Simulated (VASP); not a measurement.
# Ni in VASP: a series of runs

The runs below take Ni through single point, relaxation of the atoms, with PBE.

All numbers are computed with VASP 6.6.1; they aren't measurements. Logs are shortened: lines on timing, memory, paths and dates and some standing lists are left out, and cuts for length are marked.

**1. The structure**

The cell holds a slab with vacuum, 7 atoms: a = 2.486 Å, b = 2.486 Å, c = 27.181 Å, α = 90.00°, β = 90.00°, γ = 120.00°.

The slab is cut from a database's or a generator's crystal, which needn't be the stable form of the element.

**2. Single point, PBE, collinear spin, ferromagnetic start**

INCAR reads:

```
PREC     = Accurate       # precision mode
ENCUT    = 520            # plane-wave cutoff, eV
EDIFF    = 1E-6           # SCF threshold, eV
ISMEAR   = 1              # smearing method
SIGMA    = 0.1            # smearing width, eV
LREAL    = F              # projectors in reciprocal space
LASPH    = T              # aspherical terms in the spheres
NELM     = 150            # most SCF steps
ALGO     = Normal         # electronic algorithm
ISIF     = 2              # what is computed and relaxed
LWAVE    = F              # write WAVECAR
LCHARG   = F              # write CHGCAR
ISPIN    = 2              # spin polarisation
MAGMOM   = 0.7 0.7 0.7 0.7 0.7 0.7 0.7 # initial moments
LORBIT   = 11             # projections on sites
LMAXMIX  = 4              # l up to which the mixer works
LDIPOL   = T            
IDIPOL   = 3            
DIPOL    = 0.5 0.5 0.500
GGA      = PE             # functional
NBANDS   = 48             # bands
AMIX     = 0.2          
BMIX     = 1E-4         
AMIX_MAG = 0.8          
BMIX_MAG = 1E-4         
LVHAR    = T            
LVACPOTAV= T            
ICORELEVEL= 1            
KPAR     = 4
```

KPOINTS reads:

```
regular mesh
0
Gamma
  18 18 1
```

POSCAR reads:

```
Ni
1.0
    2.4864872600      0.0000000000      0.0000000000
   -1.2432436300      2.1533611300      0.0000000000
    0.0000000000      0.0000000000     27.1812500600
Ni
7
Direct
    0.6666666700      0.3333333300      0.2759255000
    0.3333333300      0.6666666700      0.3506170000
    0.0000000000      0.0000000000      0.4253085000
    0.6666666700      0.3333333300      0.5000000000
    0.3333333300      0.6666666700      0.5746915000
    0.0000000000      0.0000000000      0.6493830000
    0.6666666700      0.3333333300      0.7240745000
```

Potentials or basis: VASP PAW PBE potentials, release 64 (Ni).

The run is started by

```console
cat potpaw_PBE.64/Ni/POTCAR > POTCAR
mpirun -np 4 vasp_std > vasp.out
```

OUTCAR:

```text
PREC = Accurate
   ENCUT = 520
   EDIFF = 1E-6
   ISMEAR = 1
   LREAL = F
   LASPH = T
   NELM = 150
   ISIF = 2
   ISPIN = 2
   LORBIT = 11
   GGA = PE
   AMIX = 0.2
   AMIX_MAG = 0.8

 ion  position               nearest neighbor table
   1  0.667  0.333  0.276-   2 2.49   2 2.49   2 2.49
   2  0.333  0.667  0.351-   1 2.49   3 2.49   1 2.49   3 2.49   3 2.49   1 2.49
   3  0.000  0.000  0.425-   2 2.49   4 2.49   2 2.49   4 2.49   4 2.49   2 2.49
   4  0.667  0.333  0.500-   5 2.49   3 2.49   5 2.49   3 2.49   3 2.49   5 2.49
   5  0.333  0.667  0.575-   4 2.49   6 2.49   4 2.49   6 2.49   6 2.49   4 2.49
   6  0.000  0.000  0.649-   5 2.49   7 2.49   5 2.49   7 2.49   7 2.49   5 2.49
   7  0.667  0.333  0.724-   6 2.49   6 2.49   6 2.49

  LATTYP: Found a hexagonal cell.
 ALAT       =     2.4864872600
 C/A-ratio  =    10.9315862974

  Lattice vectors:

 A1 = (   2.4864872600,   0.0000000000,   0.0000000000)
 A2 = (  -1.2432436300,   2.1533611300,   0.0000000000)
 A3 = (   0.0000000000,   0.0000000000,  27.1812500600)

Analysis of symmetry for initial positions (statically):
=====================================================================
 Subroutine PRICEL returns:
 Original cell was already a primitive cell.

 Routine SETGRP: Setting up the symmetry group for a
 hexagonal supercell.

 Subroutine GETGRP returns: Found 12 space group operations
 (whereof  6 operations were pure point group operations)
 out of a pool of 24 trial point group operations.

The static configuration has the point symmetry C_3v.
 The point group associated with its full space group is D_3d.

Analysis of symmetry for dynamics (positions and initial velocities):
=====================================================================
 Subroutine PRICEL returns:
 Original cell was already a primitive cell.

 Routine SETGRP: Setting up the symmetry group for a
 hexagonal supercell.

 Subroutine GETGRP returns: Found 12 space group operations
 (whereof  6 operations were pure point group operations)
 out of a pool of 24 trial point group operations.

The dynamic configuration has the point symmetry C_3v.
 The point group associated with its full space group is D_3d.

Analysis of structural, dynamic, and magnetic symmetry:
=====================================================================
 Subroutine PRICEL returns:
 Original cell was already a primitive cell.

 Routine SETGRP: Setting up the symmetry group for a
 hexagonal supercell.

 Subroutine GETGRP returns: Found 12 space group operations
 (whereof  6 operations were pure point group operations)
 out of a pool of 24 trial point group operations.

The overall configuration has the point symmetry C_3v.
 The point group associated with its full space group is D_3d.

 Subroutine INISYM returns: Found 12 space group operations
 (whereof  6 operations are pure point group operations),
 and found     1 'primitive' translations

----------------------------------------------------------------------------------------

                                     Primitive cell

  volume of cell :     145.5367

  direct lattice vectors                    reciprocal lattice vectors
     2.486487260  0.000000000  0.000000000     0.402173788  0.232195145  0.000000000
    -1.243243630  2.153361130  0.000000000     0.000000000  0.464390290  0.000000000
     0.000000000  0.000000000 27.181250060     0.000000000  0.000000000  0.036790067

  length of vectors
     2.486487260  2.486487257 27.181250060     0.464390290  0.464390290  0.036790067

  position of ions in fractional coordinates (direct lattice)
     0.666666670  0.333333330  0.275925500
     0.333333330  0.666666670  0.350617000
     0.000000000  0.000000000  0.425308500
     0.666666670  0.333333330  0.500000000
     0.333333330  0.666666670  0.574691500
     0.000000000  0.000000000  0.649383000
     0.666666670  0.333333330  0.724074500

  ion indices of the primitive-cell ions
   primitive index   ion index
                 1           1
                 2           2
                 3           3
                 4           4
                 5           5
[... 69 lines left out ...]
   LNONCOLLINEAR =      F non collinear calculations
   LSORBIT =      F    spin-orbit coupling
   LASPH  =      T    aspherical Exc in radial PAW
   ENCUT  =  520.0 eV  38.22 Ry    6.18 a.u.   4.62  4.62 50.54*2*pi/ulx,y,z
   NELM   =    150;   NELMIN=  2; NELMDL= -5     # of ELM steps
   EDIFF  = 0.1E-05   stopping-criterion for ELM
   LREAL  =      F    real-space projection
   EDIFFG = 0.1E-04   stopping-criterion for IOM
   NSW    =      0    number of steps for IOM
   IBRION =     -1    ionic relax: 0-MD 1-quasi-New 2-CG
   NFREE  =      0    steps in history (QN), initial steepest desc. (CG)
   ISIF   =      2    stress and relaxation
   ISYM   =      2    0-nonsym 1-usesym 2-fastsym
   POTIM  = 0.5000    time-step for ionic-motion
   TEBEG  =    0.0;   TEEND  =   0.0 temperature during run
   PSTRESS=    0.0 pullay stress
   NELECT =      70.0000    total number of electrons
   NUPDOWN=      -1.0000    fix difference up-down
   EMIN   =  10.00;   EMAX   =-10.00  energy-range for DOS
   EFERMI =   0.00;   METHOD = LEGACY
   ISMEAR =     1;   SIGMA  =   0.10  broadening in eV -4-tet -1-fermi 0-gaus
   EFERMI_NEDOS =   21; number of points for ismear=-14 and -15
   IALGO  =     38    algorithm
   IMIX   =      4    mixing-type and parameters
     AMIX     =   0.20;   BMIX     =  0.00
     AMIX_MAG =   0.80;   BMIX_MAG =  0.00
  volume/ion in A,a.u.               =      20.79       140.30
  Fermi-wavevector in a.u.,A,eV,Ry     =   1.282675  2.423904 22.385059  1.645255
  Thomas-Fermi vector in A             =   2.414973
   LORBIT       =     11    0 simple, 1 ext, 2 COOP (PROOUT), +10 PAW based schemes
   GGA     = PE    functional components
   LHFCALC =     F    Hartree Fock is set to
   AEXX    =    0.0000 exact exchange contribution
   IVDW    =     0    specifies the selected vdW correction
   LEPSILON=     F    determine dielectric tensor
   LRPA    =     F    only Hartree local field effects (RPA)
 spin polarized calculation
 Methfessel and Paxton  Order N= 1 SIGMA  =   0.10
  energy-cutoff  :      520.00
  volume of cell :      145.54
 maximum number of plane-waves:      3966
   NGX =  9   NGY =  9   NGZ =101

 dipolmoment           0.000000      0.000000      0.000000 electrons x Angstroem

 number of electron      70.0000080 magnetization       4.5274152

 dipolmoment           0.000000      0.000000     -0.000000 electrons x Angstroem

 Free energy of the ion-electron system (eV)
  ---------------------------------------------------
  ext. energy  EPLUGINS =         0.00000000
  ---------------------------------------------------
  free energy    TOTEN  =       -37.01582397 eV

  energy without entropy =      -37.01598525  energy(sigma->0) =      -37.01587773

 the core state eigenenergies are
   1-  1s  -8201.5846  2s   -971.5213  2p   -834.3992  3s   -100.4541  3p    -60.8418

   2-  1s  -8201.8688  2s   -971.8673  2p   -834.7398  3s   -100.7390  3p    -61.1217

   3-  1s  -8201.8765  2s   -971.8776  2p   -834.7501  3s   -100.7339  3p    -61.1158
[... 5 lines left out ...]
   6-  1s  -8201.8688  2s   -971.8673  2p   -834.7398  3s   -100.7390  3p    -61.1217

   7-  1s  -8201.5846  2s   -971.5213  2p   -834.3992  3s   -100.4541  3p    -60.8418

 E-fermi :   2.5585     XC(G=0):  -7.6303

 val. band max:        2.5546435691   @ k =   0.3889  -0.0000   0.0000
 cond. band min:       2.5603765247   @ k =   0.3889   0.2222   0.0000
 fundamental gap:      0.0057329556
 Fermi energy:         2.5584728846

 spin component 1

 k-point     1 :       0.0000    0.0000    0.0000
  band No.  band energies     occupation
      1      -6.2943      1.00000
      2      -5.7776      1.00000
      3      -4.9581      1.00000
      4      -3.9658      1.00000
      5      -3.0121      1.00000
      6      -2.4528      1.00000
[... 1189 lines left out ...]
     46      10.2013      0.00000
     47      11.1099      0.00000

 [... further k-points ...]

 spin component 2

 k-point     1 :       0.0000    0.0000    0.0000
  band No.  band energies     occupation
      1      -6.3311      1.00000
      2      -5.8147      1.00000
      3      -4.9879      1.00000
      4      -3.9659      1.00000
      5      -2.9194      1.00000
      6      -2.1774      1.00000
[... 1189 lines left out ...]
     46      10.4006      0.00000
     47      11.2935      0.00000

 [... further k-points ...]

 [bands above 47 left out]

------------------------ aborting loop because EDIFF is reached ----------------------------------------

  FORCE on cell =-STRESS in cart. coord.  units (eV):
  Direction    XX          YY          ZZ          XY          YZ          ZX
  --------------------------------------------------------------------------------------
  -------------------------------------------------------------------------------------
  Total       -1.5510300     -1.5510300     -0.6539296      0.0000000      0.0000000     -0.0000000
  in kB      -17.0749036    -17.0749035     -7.1989480      0.0000000      0.0000000     -0.0000000
  external PRESSURE =     -13.7829184 kB  Pullay stress =       0.0000000 kB

 VOLUME and BASIS-vectors are now :
 -----------------------------------------------------------------------------
  energy-cutoff  :      520.00
  volume of cell :      145.54
      direct lattice vectors                 reciprocal lattice vectors
     2.486487260  0.000000000  0.000000000     0.402173788  0.232195145  0.000000000
    -1.243243630  2.153361130  0.000000000     0.000000000  0.464390290  0.000000000
     0.000000000  0.000000000 27.181250060     0.000000000  0.000000000  0.036790067

 POSITION                                       TOTAL-FORCE (eV/Angst)
 -----------------------------------------------------------------------------------
      1.24324      0.71779      7.50000        -0.000000     -0.000000      0.152884
     -0.00000      1.43557      9.53021        -0.000000     -0.000000     -0.130939
      0.00000      0.00000     11.56042        -0.000000     -0.000000     -0.041087
      1.24324      0.71779     13.59063        -0.000000      0.000000     -0.000000
     -0.00000      1.43557     15.62083         0.000000      0.000000      0.041087
      0.00000      0.00000     17.65104        -0.000000      0.000000      0.130939
      1.24324      0.71779     19.68125         0.000000     -0.000000     -0.152884
 -----------------------------------------------------------------------------------
    total drift:                               -0.000000      0.000000     -0.000001

  FREE ENERGIE OF THE ION-ELECTRON SYSTEM (eV)
  ---------------------------------------------------
  free  energy   TOTEN  =       -37.0158239719 eV

  energy  without entropy=      -37.0159852486  energy(sigma->0) =      -37.01587773

 vacuum level on the upper side and lower side of the slab         7.600         7.600

 total charge

# of ion       s       p       d       tot
------------------------------------------
    1        0.489   0.381   8.306   9.176
    2        0.493   0.495   8.313   9.302
    3        0.498   0.498   8.314   9.311
    4        0.498   0.499   8.316   9.312
    5        0.498   0.498   8.314   9.311
    6        0.493   0.495   8.313   9.302
    7        0.489   0.381   8.306   9.176
--------------------------------------------------
tot          3.459   3.248  58.183  64.890

 magnetization (x)

# of ion       s       p       d       tot
------------------------------------------
    1       -0.005  -0.024   0.711   0.681
    2       -0.007  -0.027   0.712   0.679
    3       -0.007  -0.025   0.672   0.640
    4       -0.007  -0.025   0.659   0.628
    5       -0.007  -0.025   0.672   0.640
    6       -0.007  -0.027   0.712   0.679
    7       -0.005  -0.024   0.711   0.681
--------------------------------------------------
tot         -0.045  -0.177   4.850   4.627
```

It took 7.6 min on 4 MPI ranks of Intel Xeon Platinum 8375C at 2.90GHz (Ice Lake), shared host; peak memory 0.54 GiB.

What came out:

```yaml
Free_energy: -37.0158 eV
Largest_force: 0.153 eV/Å
Band_gap_on_the_k_mesh: none (metal or under the smearing width)
Net_moment: 4.53 μB per cell
Site_moments: Ni +0.68, +0.64, +0.63 μB
Valence_electrons_inside_the_program's_atomic_spheres: Ni 9.18, 9.30, 9.31
Work_function_of_the_upper_face: 5.04 eV
Work_function_of_the_lower_face: 5.04 eV
```

Forces in eV/Å, atoms in the order of the input:
```
Ni   0.000  0.000  0.153
Ni   0.000  0.000 -0.131
Ni   0.000  0.000 -0.041
Ni   0.000  0.000  0.000
Ni   0.000  0.000  0.041
Ni   0.000  0.000  0.131
Ni   0.000  0.000 -0.153
```

Core levels (eV, on the scale of the bands):
```tsv
atom	levels
1 Ni	1s -8201.6, 2s -971.5, 2p -834.4, 3s -100.5, 3p -60.8
2 Ni	1s -8201.9, 2s -971.9, 2p -834.7, 3s -100.7, 3p -61.1
3 Ni	1s -8201.9, 2s -971.9, 2p -834.8, 3s -100.7, 3p -61.1
4 Ni	1s -8201.8, 2s -971.8, 2p -834.7, 3s -100.7, 3p -61.1
5 Ni	1s -8201.9, 2s -971.9, 2p -834.8, 3s -100.7, 3p -61.1
6 Ni	1s -8201.9, 2s -971.9, 2p -834.7, 3s -100.7, 3p -61.1
```

(Continued in part 2 of 2.)
